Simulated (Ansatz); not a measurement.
Pd:

```xyz
2
Lattice="2.7837 0.0000 0.0000 -1.3918 2.4107 0.0000 0.0000 0.0000 4.6289" Properties=species:S:1:pos:R:3 pbc="T T T"
Pd    0.0000    1.6071    1.1572
Pd    1.3918    0.8036    3.4717
```

This isn't the form of Pd at room conditions, which is fcc.

- Program: Ansatz 0.2.0
- Task: relaxation of cell and atoms
- Functional: PBE0
- Potentials or basis: Ansatz PAW
- Cutoff: 420 eV (not typed: the program's choice for these potentials)
- k mesh: 6 × 6 × 3
- Occupations: fermi-dirac, width 0.05 eV
- Spin: no spin polarisation

At the start: volume 15.53 Å³/atom.

Q: How do energy, volume and symmetry change on relaxing?

A: It ends after 8 steps and the volume is 14.83 Å³/atom (-4.5 %); space group P6_3/mmc (No. 194, to 0.05 Å).

Step by step:
```csv
step,energy change (eV),largest force (eV/Å),volume (Å³)
1,0.0000,0.0000,31.06
2,-0.0162,0.0000,28.42
3,-0.0462,0.0000,29.79
4,-0.0471,0.0000,29.66
5,-0.0472,0.0000,29.65
6,-0.0441,0.0000,29.65
7,-0.0441,0.0000,29.66
8,-0.0441,0.0000,29.66
```

Final structure:
```cif
data_structure
_symmetry_space_group_name_H-M 'P 1'
_symmetry_Int_Tables_number 1
_cell_length_a 2.7196
_cell_length_b 2.7196
_cell_length_c 4.6302
_cell_angle_alpha 90.000
_cell_angle_beta 90.000
_cell_angle_gamma 120.000
_cell_volume 29.66
loop_
_atom_site_label
_atom_site_type_symbol
_atom_site_fract_x
_atom_site_fract_y
_atom_site_fract_z
_atom_site_occupancy
Pd1 Pd 0.33333 0.66667 0.25000 1
Pd2 Pd 0.66667 0.33333 0.75000 1
```

Caveat: the k mesh is coarse (spacing up to 0.45 Å⁻¹), so the values aren't converged, least of all with exact exchange; the plane-wave basis is chosen anew once the cell has moved, so the energies of steps on either side of that aren't comparable; the PAW data sets come from PBE, with cores solved anew for the run's functional, which leaves a small shift of forces and pressure.
